## Question

In CsCl-type TiAl every Al atom sits at the centre of a cube of eight Ti atoms. One Al atom in an eight-atom cell is pushed along a body diagonal of that cube, straight towards one Ti atom and away from the opposite one. The other atoms and the cell are held fixed. The results at a displacement of +0.16 Å are left open.

CsCl-type TiAl (a = 3.156 Å) with one Al atom of an eight-atom cell moved towards a Ti neighbour, all else fixed. Ansatz 0.2.0, plane-wave DFT, PBEsol with PBE PAW datasets, scalar-relativistic, no spin polarisation, cutoff 420 eV, 14×14×14 k mesh, Gaussian smearing 0.15 eV. Energies are free energies relative to the undisturbed cell; pressure is positive in compression.

| displacement (Å) | energy change (eV a cell) | force along direction (eV/Å summed over the moved atoms) | pressure (GPa) |
| --- | --- | --- | --- |
| -0.2 | 0.146 | 1.491 | 0.48 |
| -0.12 | 0.052 | 0.869 | 0.18 |
| -0.04 | 0.006 | 0.285 | 0.03 |
| 0 | 0.000 | 0.000 | 0.01 |
| 0.08 | 0.023 | -0.574 | 0.08 |
| 0.16 | ? | ? | ? |

(a) Predict the force and the energy change at +0.16 Å.

(b) Predict the pressure there, and say what it reveals about the bonds that the force does not.

(c) Compare with the computed values. Do they rule out a spring of constant stiffness?

## Model answer

### (a) Force and energy

The undisturbed Al site is a centre of inversion. A push towards one Ti atom is therefore equivalent to the same push towards the opposite one. The energy change $E$ must be the same for displacements $x$ and $-x$, and the force along the direction, $F$, must only change sign. Rows at negative displacement thus inform the open row at positive displacement.

A perfect spring would give the same ratio of force to displacement in each row. Here the size of that ratio grows from 7.13 eV/Å² at 0.04 Å to 7.46 eV/Å² at 0.2 Å, a rise of about 5 %. The well is nearly harmonic, but it stiffens. The simplest law with the right symmetry is

$$F=-kx-qx^3,\qquad E=\tfrac12kx^2+\tfrac14qx^4 .$$

The second formula is the work done against the first. Fitting the force law to the five known forces gives $k=7.12$ eV/Å² and $q=8.37$ eV/Å⁴. The open row took no part in the fit. For it,

$$F=-7.12\times0.16-8.37\times0.16^3=-1.139-0.034\approx-1.174\ \text{eV/Å},$$

where the last digit follows from the fitted constants before they are rounded. The same constants give the energy:

$$E=\tfrac12\times7.12\times0.16^2+\tfrac14\times8.37\times0.16^4\approx0.0925\ \text{eV}.$$

The forecasts are **−1.174 ± 0.005 eV/Å** for the force and **0.0925 ± 0.001 eV** for the energy change. The ranges are judgements that allow for rounding and for higher terms in the force law. A constant spring taken from the small displacements would give a force weaker by about 0.03 eV/Å. Its energy would differ by less than 0.001 eV, so the force is the better test.

### (b) Pressure

Pressure must also be even in displacement, so its lowest change goes as $x^2$. A constant plus such a term, fitted to the five known pressures, gives

$$P=0.009+11.77\times0.16^2\approx0.31\ \text{GPa}.$$

The forecast is **0.31 ± 0.01 GPa**.

To see what this pressure means, picture a bead between two fixed walls, held by two identical springs. Let each spring, like a chemical bond, be stiffer when short than when long. Moving the bead shortens one spring and lengthens the other. To first order the gain in stiffness on one side cancels the loss on the other, and the lopsidedness of each spring disappears from the total force.

Now move the walls apart. Both springs lengthen, both soften, and nothing cancels. The lopsidedness hidden in the force at fixed walls appears as a stiffness that depends on the size of the box. In the crystal, the pressure detects this dependence. The computed stress at −0.2 Å fits the picture in the main: it pushes outwards by about 1.03 GPa along the line of motion and by 0.20 GPa in each direction across it. The part across the line lies outside the one-line picture.

The link can be written down. Pressure is minus the change of energy with cell volume $V$, and in the calculated stress all atomic positions scale with the cell, so $x$ grows as $V^{1/3}$. Applying this to $E=\tfrac12k(V)x^2$ gives the change in pressure,

$$\Delta P=\frac{kx^2}{2V}\left(-\frac{d\ln k}{d\ln V}-\frac23\right).$$

If the stiffness did not depend on volume, the bracket would be negative. A displacement of 0.2 Å would then lower the pressure by about 0.12 GPa. The table shows a rise of 0.47 GPa instead. Within this formula, the spring must soften by about 3.3 % for each 1 % of added volume.

### (c) The computed values

The withheld rows as computed:

| displacement (Å) | energy change (eV a cell) | force along direction (eV/Å summed over the moved atoms) | pressure (GPa) |
| --- | --- | --- | --- |
| 0.16 | 0.092 | -1.173 | 0.31 |

All three forecasts hold within their ranges. The computed force of −1.173 eV/Å agrees with the stiffening law to about 0.001 eV/Å. The constant spring gives −1.146 eV/Å and misses by some 2 % of the computed force. The force therefore rules out that spring at the accuracy of the table. One row alone cannot rule out every constant spring, since a stiffer one could be chosen to meet it. The rows together do: force over displacement is 7.33 eV/Å² here, between 7.13 eV/Å² at 0.04 Å and 7.46 eV/Å² at 0.2 Å, and no single stiffness meets all three.

The printed energy does not. The constant spring gives 0.0917 eV, which rounds to the same 0.092 eV as in the table. Before rounding, however, the computed energy is 0.0925 eV. This matches the forecast of the stiffening law and lies about 0.0008 eV above the constant spring. With one more digit, the energy tells the same story as the force. The pressure agrees with its forecast to the printed digits.

## Remarks on the reasoning

**Why the well stiffens.** The bead also suggests an answer here. Suppose a bond gains more stiffness when shortened than it loses when lengthened by the same amount. The two changes then cancel only in part, and a small gain remains. At 0.2 Å the two Al–Ti distances along the line are 2.53 and 2.93 Å, so the two bonds are in clearly different conditions.

The computed forces on the atoms held in place support this picture. At 0.2 Å, about 84 % of the recoil, counted along the line of motion, falls on the Ti atoms that lie on that line. Their recoil per ångström of displacement grows by about 6 % between 0.04 and 0.2 Å, while that of all the other atoms together does not grow. The stiffening therefore appears along the line.

The two Ti atoms at the ends of the line are copies of one atom in the repeated cell, so its force records both bonds together. That the shortened bond gains more than the lengthened one loses is still argued from the usual shape of interatomic repulsion. The analogy is also limited, because the electrons of a metal do not act as separate springs. It makes the stiffening plausible but does not give its size.

**What matters at ordinary temperature.** An Al atom held by this spring (which is that of the atom moving together with its periodic images), treated classically, would have a root-mean-square displacement of about 0.06 Å along the line at 300 K. The stiffening term adds 2.4 % to the harmonic energy at 0.2 Å, and its share falls as $x^2$. At 0.06 Å it is therefore about $2.4\,\%\times(0.06/0.2)^2\approx0.2\,\%$. Averaged over a thermal spread of displacements, the share is expected to be three times this, still below 1 %. For the energy of such a motion, a constant spring is good enough.

The rise in pressure behaves differently. It falls as $x^2$, just as the harmonic energy does, so the ratio of the two stays the same however small the motion. A well can therefore look perfectly harmonic at fixed volume and still push outwards on its cell. This is the root of ordinary thermal expansion: vibrating atoms lower their free energy by moving to a larger volume, where their springs are softer.

The usual measure of this effect is the Grüneisen parameter, half the relative softening per relative increase in volume. For this one motion it is about 1.6. The thermal expansion of the alloy depends on all its vibrations and on its elastic stiffness, so this value should not be used as a material constant.

**Where symmetry helps, and where it would not.** In a zinc-blende compound, an atom has four neighbours at the corners of a tetrahedron and its site is not a centre of inversion. Pushing it towards a neighbour differs from pushing it the opposite way, into a gap. A cubic energy term is then allowed, and rows at negative displacement could not stand in for positive ones. In the present scan the inversion centre belongs to the undisturbed cell, whose space group is Pm-3m; the displaced cells have the lower symmetry R3m.

**What the restoring force does not prove.** The force pulls the Al atom back in each displaced row, but only this atom and its periodic images move. Other atoms moving together, or a change in the shape of the cell, might still lower the energy. The known stable form of TiAl is in fact tetragonal. The scan describes the cage around one atom, not the stability of the CsCl-type crystal.

The output below gives the fits and most of the estimates used here. The unrounded energy, the stress components and the forces on the fixed atoms come from the full results of the same runs. The output takes its energy miss at +0.16 Å against the rounded table value, so it prints about 0.0005 eV although the unrounded energy agrees with the forecast.

Output of the analysis:

```
fit of force_along_direction on 5 rows: coefficient of displacement -7.12 +/- 0.002, coefficient of displacement**3 -8.37 +/- 0.061; rms 0.000167, worst -0.04 0.000349, leave-one-out rms 0.000856
  rows outside the fit (model, value, miss): 0.16 -1.174, -1.173, -0.000535
fit of force_along_direction on 3 rows (abs(displacement) < 0.1): coefficient of displacement -7.165 +/- 0.014; rms 0.00103, worst -0.04 0.0016, leave-one-out rms 0.00258
  rows outside the fit (model, value, miss): -0.2 1.433, 1.491, -0.058; -0.12 0.8598, 0.869, -0.0092; 0.16 -1.146, -1.173, 0.0266
fit of pressure on 5 rows: constant 0.009126 +/- 0.0018, coefficient of displacement**2 11.77 +/- 0.091; rms 0.00231, worst 0.08 0.00445, leave-one-out rms 0.00314
  rows outside the fit (model, value, miss): 0.16 0.3104, 0.31, 0.000406
Force over displacement at -0.2, -0.12, -0.04, +0.08 Å, eV/Å²: -0.2 7.455, -0.12 7.242, -0.04 7.125, 0.08 7.175
Rise of that stiffness from 0.04 to 0.2 Å, percent: 4.632
Largest miss of integrated force against energy, known rows, eV: 0.0002997
Energy forecast at +0.16 Å from integrated force, eV: 0.09251
Energy at +0.16 Å from constant small-displacement spring, eV: 0.09171
Computed energy at +0.16 Å, eV: 0.092
Energy miss at +0.16 Å, forecast less computed, eV: 0.0005115
Computed force over displacement at +0.16 Å, eV/Å²: 7.331
Force forecast less constant-spring force at +0.16 Å, eV/Å: -0.02714
Quartic part of energy at 0.2 Å, eV: 0.003348
Quartic part as share of harmonic part at 0.2 Å, percent: 2.351
Relative change of spring per relative change of volume: -3.261
Effective Grüneisen parameter of this motion: 1.631
Pressure change at 0.2 Å if spring did not depend on volume, GPa: -0.121
Classical rms amplitude along one line at 300 K, others fixed, Å: 0.06026
Shortest Al-Ti distance at 0.2 Å displacement, Å: 2.533
Opposite Al-Ti distance at 0.2 Å displacement, Å: 2.933
```
